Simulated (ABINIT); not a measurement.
The system is AlN.

```xyz
2
Lattice="0.0000 2.1840 2.1840 2.1840 0.0000 2.1840 2.1840 2.1840 0.0000" Properties=species:S:1:pos:R:3 pbc="T T T"
Al    0.0000    0.0000    0.0000
N     1.0920    1.0920    1.0920
```

Measurements of this composition are mostly on another form, of space group No. 186.

Base run:

| Property | Result |
| --- | --- |
| Program | ABINIT 10.8.3 (patched build) |
| Functional | PBE |
| Potentials or basis | SG15 NC PBE v1.2 |
| Cutoff | 1143 eV |
| k mesh | 10 × 10 × 10 |
| Occupations | fermi-dirac, width 0.05 eV |
| Spin | no spin polarisation |

Its results: band gap on the k mesh 3.34 eV, indirect (least direct gap 4.20 eV); pressure 4.2 GPa.

Problem. The run is repeated on the same cell with these changes: potentials or basis from SG15 NC PBE v1.2 to Ansatz NC PBE; cutoff from 1143 eV to 1252 eV; valence electrons from 16 to 8. What comes out?

Solution. Band gap on the k mesh 3.31 eV, indirect (least direct gap 4.19 eV); pressure 4.7 GPa.
